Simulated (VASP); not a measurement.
# Si (I4_1/amd) in VASP: settings compared, part 2 of 2

VASP 6.6.1.

### 3 Phonons, PBE

File POSCAR:

```
Si
1.0
    0.0000000000      2.7079424891      2.7426550000
    2.7079424891      0.0000000000      2.7426550000
    2.7079424891      2.7079424891      0.0000000000
Si
2
Direct
    0.0000000000      0.0000000000      0.0000000000
    0.2500000000      0.2500000000      0.2500000000
```

File INCAR.step1:

```
SYSTEM = Si
PREC = Accurate ; ENCUT = 600
EDIFF = 1E-8 ; ISMEAR = 0
SIGMA = 0.01 ; LREAL = .FALSE.
LASPH = .TRUE. ; NELM = 100
ALGO = Normal ; ISIF = 3
LWAVE = .FALSE. ; LCHARG = .FALSE.
GGA = PE ; IBRION = 2
NSW = 40 ; EDIFFG = -0.002
```

File INCAR.step2:

```
SYSTEM = Si
PREC = Accurate ; ENCUT = 600
EDIFF = 1E-8 ; ISMEAR = 0
SIGMA = 0.01 ; LREAL = .FALSE.
LASPH = .TRUE. ; NELM = 100
ALGO = Normal ; ISIF = 2
LWAVE = .FALSE. ; LCHARG = .FALSE.
GGA = PE ; IBRION = 6
NFREE = 2 ; POTIM = 0.015
NSW = 1
```

File KPOINTS:

```
regular mesh
0
G
  10 10 10
  0 0 0
```

Potentials or basis: VASP PAW PBE potentials, release 64 (Si).

Command:

```sh
cat potpaw_PBE.64/Si/POTCAR > POTCAR
cp INCAR.step1 INCAR
mpirun -np 1 vasp_std > vasp.out
cp CONTCAR POSCAR
cp INCAR.step2 INCAR
mpirun -np 1 vasp_std > vasp.out
```

OUTCAR:

```text
SYSTEM = Si
   PREC = Accurate
   ENCUT = 600
   EDIFF = 1E-8
   ISMEAR = 0
   LREAL = .FALSE.
   LASPH = .TRUE.
   NELM = 100
   ISIF = 2
   GGA = PE
   IBRION = 6
   NFREE = 2
   POTIM = 0.015
   NSW = 1

 ion  position               nearest neighbor table
   1  0.000  0.000  0.000-   2 2.37   2 2.37   2 2.37   2 2.37
   2  0.250  0.250  0.250-   1 2.37   1 2.37   1 2.37   1 2.37

  LATTYP: Found a body centered tetragonal cell.
 ALAT       =     3.8667456400
 C/A-ratio  =     1.4144171592

  Lattice vectors:

 A1 = (  -2.7342020632,   0.0000000000,   2.7345956918)
 A2 = (   2.7342020632,   0.0000000000,   2.7345956918)
 A3 = (   0.0000000000,   2.7342020632,  -2.7345956918)

Analysis of symmetry for initial positions (statically):
=====================================================================
 Subroutine PRICEL returns:
 Original cell was already a primitive cell.

 Routine SETGRP: Setting up the symmetry group for a
 body centered tetragonal supercell.

 Subroutine GETGRP returns: Found 16 space group operations
 (whereof  8 operations were pure point group operations)
 out of a pool of 16 trial point group operations.

The static configuration has the point symmetry D_2d.
 The point group associated with its full space group is D_4h.

Analysis of symmetry for dynamics (positions and initial velocities):
=====================================================================
 Subroutine PRICEL returns:
 Original cell was already a primitive cell.

 Routine SETGRP: Setting up the symmetry group for a
 body centered tetragonal supercell.

[... 313 lines left out ...]
 cond. band min:       6.2332066869   @ k =   0.4000   0.4000   0.0000
 fundamental gap:      0.5445711549
 Fermi energy:         5.8030275327

 k-point     1 :       0.0000    0.0000    0.0000
  band No.  band energies     occupation
      1      -6.1986      2.00000
      2       5.5451      2.00000
      3       5.6164      2.00000
      4       5.6886      2.00000
      5       8.1304      0.00000
      6       8.1729      0.00000
      7       8.2159      0.00000
      8       8.7506      0.00000
[... 243 lines left out ...]
 k-point    24 :       0.4000    0.3000    0.0000
  band No.  band energies     occupation
      1      -4.0754      2.00000
      2       0.2211      2.00000
      3       2.7951      2.00000
      4       3.2612      2.00000
      5       6.7144      0.00000
      6       7.8639      0.00000
      7      12.4741      0.00000
      8      12.6070      0.00000

 [... further k-points ...]

------------------------ aborting loop because EDIFF is reached ----------------------------------------

  FORCE on cell =-STRESS in cart. coord.  units (eV):
  Direction    XX          YY          ZZ          XY          YZ          ZX
  --------------------------------------------------------------------------------------
  -------------------------------------------------------------------------------------
  Total        0.0051785      0.0051785     -0.0018357     -0.1353845      0.0000000      0.0000000
  in kB        0.2029233      0.2029233     -0.0719333     -5.3051184      0.0000000      0.0000000
  external PRESSURE =       0.1113044 kB  Pullay stress =       0.0000000 kB
[... 17 lines left out ...]
  FREE ENERGIE OF THE ION-ELECTRON SYSTEM (eV)
  ---------------------------------------------------
  free  energy   TOTEN  =       -10.8478674687 eV

  energy  without entropy=      -10.8478674687  energy(sigma->0) =      -10.84786747

 INTERNAL STRAIN TENSORS FROM DISPLACED ATOMS
 ============================================

 INTERNAL STRAIN TENSOR FOR ION    1 for displacements in x,y,z  (eV/Angst):
          X           Y           Z          XY          YZ          ZX
  --------------------------------------------------------------------------------
  x     0.00000     0.00000     0.00000     0.00000     9.02375     0.00000
  y     0.00000     0.00000     0.00000     0.00000     0.00000     9.02375
  z     0.00000     0.00000     0.00000     9.03011     0.00000     0.00000

 INTERNAL STRAIN TENSOR FOR ION    2 for displacements in x,y,z  (eV/Angst):
          X           Y           Z          XY          YZ          ZX
  --------------------------------------------------------------------------------
  x     0.00000     0.00000     0.00000     0.00000    -9.02375     0.00000
  y     0.00000     0.00000     0.00000     0.00000     0.00000    -9.02375
  z     0.00000     0.00000     0.00000    -9.03011     0.00000     0.00000

 Eigenvectors and eigenvalues of the dynamical matrix
 ----------------------------------------------------

   1 f  =   15.064666 THz    94.654087 2PiTHz  502.503161 cm-1    62.302424 meV
             X         Y         Z           dx          dy          dz
      0.000000  0.000000  0.000000     0.000000    0.000000   -0.707107
      1.367101  1.367101  1.367298     0.000000    0.000000    0.707107
[... 21 lines left out ...]
   6 f  =    0.000000 THz     0.000000 2PiTHz    0.000000 cm-1     0.000000 meV
             X         Y         Z           dx          dy          dz
      0.000000  0.000000  0.000000     0.000000    0.000000    0.707107
      1.367101  1.367101  1.367298     0.000000    0.000000    0.707107

 ELASTIC MODULI CONTR FROM IONIC RELAXATION (kBar)
 Direction    XX          YY          ZZ          XY          YZ          ZX
 --------------------------------------------------------------------------------
 XX           0.0000      0.0000      0.0000      0.0000      0.0000      0.0000
 YY           0.0000      0.0000      0.0000      0.0000      0.0000      0.0000
 ZZ           0.0000      0.0000      0.0000      0.0000      0.0000      0.0000
 XY           0.0000      0.0000      0.0000   -245.0476      0.0000      0.0000
 YZ           0.0000      0.0000      0.0000      0.0000   -244.7209      0.0000
 ZX           0.0000      0.0000      0.0000      0.0000      0.0000   -244.7209
 --------------------------------------------------------------------------------
```

OUTCAR.step1:

```text
SYSTEM = Si
   PREC = Accurate
   ENCUT = 600
   EDIFF = 1E-8
   ISMEAR = 0
   LREAL = .FALSE.
   LASPH = .TRUE.
   NELM = 100
[... 631 lines left out ...]
  -------------------------------------------------------------------------------------
  Total        0.0018982      0.0018982     -0.0014819      0.0000000     -0.0000000      0.0000000
  in kB        0.0743820      0.0743820     -0.0580709      0.0000000     -0.0000000      0.0000000
  external PRESSURE =       0.0302311 kB  Pullay stress =       0.0000000 kB
[... 17 lines left out ...]
  FREE ENERGIE OF THE ION-ELECTRON SYSTEM (eV)
  ---------------------------------------------------
  free  energy   TOTEN  =       -10.8493064725 eV

  energy  without entropy=      -10.8493064725  energy(sigma->0) =      -10.84930647

 reached required accuracy - stopping structural energy minimisation
```

OSZICAR.step1:

```text
N       E                     dE             d eps       ncg     rms          rms(c)
DAV:   1     0.908792752459E+01    0.90879E+01   -0.35737E+03  1632   0.874E+02
DAV:   2    -0.107110211846E+02   -0.19799E+02   -0.19155E+02  2488   0.871E+01
DAV:   3    -0.110210809746E+02   -0.31006E+00   -0.31006E+00  2120   0.130E+01
[... 45 lines left out ...]
DAV:   3    -0.108493061391E+02   -0.11280E-05   -0.15850E-06  2232   0.917E-03    0.241E-03
DAV:   4    -0.108493063983E+02   -0.25919E-06   -0.12263E-07  2344   0.282E-03    0.146E-03
DAV:   5    -0.108493064918E+02   -0.93445E-07   -0.20352E-08  1944   0.103E-03    0.149E-04
DAV:   6    -0.108493064807E+02    0.11085E-07   -0.24138E-10  1056   0.122E-04    0.322E-05
DAV:   7    -0.108493064725E+02    0.81618E-08   -0.11520E-10  1024   0.102E-04
   5 F= -.10849306E+02 E0= -.10849306E+02  d E =-.526531E-03
```

Run time: 3.3 min. Hardware: 1 thread of Intel Xeon Platinum 8488C (Sapphire Rapids), shared host; peak memory 0.29 GiB.

Results:

```
Relaxed volume                         : 20.44 Å³/atom
Relaxed cell                           : a = 3.867 Å, b = 3.867 Å, c = 3.867 Å, α = 60.00°, β = 60.00°, γ = 60.00°
Space group after relaxing (to 0.05 Å) : Fd-3m (No. 227)
Highest phonon frequency at Γ          : 503 cm⁻¹
```

The path:
| step | energy change (eV) | largest force (eV/Å) | pressure (GPa) | volume (Å³) |
| --- | --- | --- | --- | --- |
| 1 | 0.0000 | 0.0000 | 1.51 | 40.22 |
| 2 | -0.0028 | 0.0000 | -0.94 | 41.33 |
| 3 | -0.0039 | 0.0000 | -0.13 | 40.95 |
| 4 | -0.0043 | 0.0000 | -0.05 | 40.91 |
| 5 | -0.0044 | 0.0000 | 0.00 | 40.89 |

Final structure:
```xyz
2
Lattice="0.0000 2.7342 2.7346 2.7342 0.0000 2.7346 2.7342 2.7342 0.0000" Properties=species:S:1:pos:R:3 pbc="T T T"
Si    0.0000    0.0000    0.0000
Si    1.3671    1.3671    1.3673
```

Phonon frequencies in cm⁻¹ (negative: imaginary):
```csv
q point,frequencies
"(0.000, 0.000, 0.000)",0 0 0 502 502 503
```
